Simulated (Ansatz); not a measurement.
# ZrH2 in Ansatz: the effect of Hubbard term

ZrH2:

```
Zr H
1.0
     0.00000    2.40923    2.40923
     2.40923    0.00000    2.40923
     2.40923    2.40923    0.00000
Zr H
1 2
Direct
  0.00000 0.00000 0.00000
  0.25000 0.25000 0.25000
  0.75000 0.75000 0.75000
```

The cell is a database's computed one.

Alike in all runs:

| Item | Value |
| --- | --- |
| Program | Ansatz 0.2.0 |
| Task | band structure |
| Functional | PBEsol |
| Potentials or basis | Ansatz PAW |
| Cutoff | 420 eV |
| Density cutoff | 1680 eV |
| k mesh | 10 × 10 × 10 |
| Occupations | fermi-dirac, width 0.05 eV |
| Spin | no spin polarisation |
| Path | [["G", "X", "W", "K", "G", "L", "U", "W", "L", "K"], ["U", "X"]] |
| Points for each segment of the path | 14 |
| Hubbard projectors | ortho-atomic (the default) |
| Double counting | fll (the default) |

One run gave: pressure -1.2 GPa. Which Hubbard term did it use?
A. Zr d U = 1 eV
B. Zr d U = 2 eV
C. Zr d U = 3 eV
D. Zr d U = 4 eV
E. Zr d U = 5 eV

D.

```csv
Hubbard term,pressure (GPa)
none,-4.6
Zr d U = 1 eV,-3.9
Zr d U = 2 eV,-3.1
Zr d U = 3 eV,-2.2
Zr d U = 4 eV,-1.2
Zr d U = 5 eV,0.1
Zr d U = 6 eV,1.4
Zr d U = 8 eV,4.8
```

Caveats: the PAW data sets come from PBE, with cores solved anew for the run's functional, which leaves a small shift of forces and pressure; U without spin polarisation on a metal has little footing (some runs); the U is typed as a test and isn't derived for this compound (some runs).

Not every run made on this cell is shown here.
